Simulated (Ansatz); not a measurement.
# MoS2: the cost of one run

Program: Ansatz 0.2.0. Level of theory: DFT PBE+D3(BJ), scalar-relativistic, plane waves, PAW. These are calculated values, not measurements.

The COD entry's cell or inner coordinates are ideal or old and differ from later refinements, so a difference from it is no clean test against experiment.

41 further runs of the same task are left out: 41 set aside as unsound or not needed.

## Step 1: Starting point

The structure is trigonal, space group R-3m (No. 166). Conventional cell: a = 3.134 Å, b = 3.134 Å, c = 17.865 Å, α = 90.00°, β = 90.00°, γ = 120.00°. Around Mo (site symmetry -3m) lie 6 S at 2.42 Å. Around S (site symmetry 3m) lie 3 Mo at 2.42 Å.

As a file:

```
Mo S
1.0
     1.56712    0.90477    5.95499
    -1.56712    0.90477    5.95499
     0.00000   -1.80955    5.95499
Mo S
1 2
Direct
  0.00000 0.00000 0.00000
  0.75637 0.75637 0.75637
  0.24363 0.24363 0.24363
```

This cell was relaxed beforehand with the same method: volume 16.89 Å³/atom, gap on the mesh none (metal).

## Step 2: The scan

Rigid slide and opening across a plane, one cut a cell; the plane is (0 0 1) of the conventional cell, and the faces at the cut hold S and S.

The axes are (1) slide along a1 + a2 (5.429 Å): 12 values from 0.000 to 0.917, periodic; (2) opening across the cut: 7 values from −0.3 to 3.2 Å.

Nothing else is relaxed (rigid halves). Energies count from the perfect crystal. Points are written as (first, second).

## Step 3: Point (0.000, 0.7 Å)

input.yaml reads:

```yaml
crystal:
  lattice:
    - [-1.5671157456, -2.7143240927, 0.0]
    - [1.5671157456, -2.7143240927, 0.0]
    - [0.0, 0.0, 18.5649660373]
  atoms:
    - { symbol: Mo, position: [1.0, 1.0, 0.8019281811] }
    - { symbol: Mo, position: [0.3333333333, 0.3333333333, 0.1603984668] }
    - { symbol: Mo, position: [0.6666666667, 0.6666666667, 0.481163324] }
    - { symbol: S, position: [1.0, 1.0, 0.5674847857] }
    - { symbol: S, position: [0.3333333333, 0.3333333333, 0.8882496429] }
    - { symbol: S, position: [0.6666666667, 0.6666666667, 0.2467199285] }
    - { symbol: S, position: [1.0, 1.0, 0.0740770051] }
    - { symbol: S, position: [0.3333333333, 0.3333333333, 0.3948418623] }
    - { symbol: S, position: [0.6666666667, 0.6666666667, 0.7156067194] }
basis:
  ecutwfc: 420
kpoints:
  mp_grid: { grid: [14, 14, 3] }
hamiltonian:
  xc: pbe
  pseudopotentials: { kind: paw, azcp: { folder: soft_1 } }
  dispersion: d3bj
scf:
  occupations: { method: gaussian, width: 0.15 }
output:
  forces: true
  stress: true
  eigenvalues: true
```

The run is started by

```console
$ ansatz run input.yaml --threads 4 --pin off --max-ram 8192MiB --backend cpu --events-out ev --progress --plain --runs-dir out
```

Q: Estimate wall time and peak memory on 4 threads of AMD EPYC 7R43 (Zen 3), shared host.

About 5.3 s, with a peak of 0.76 GiB.
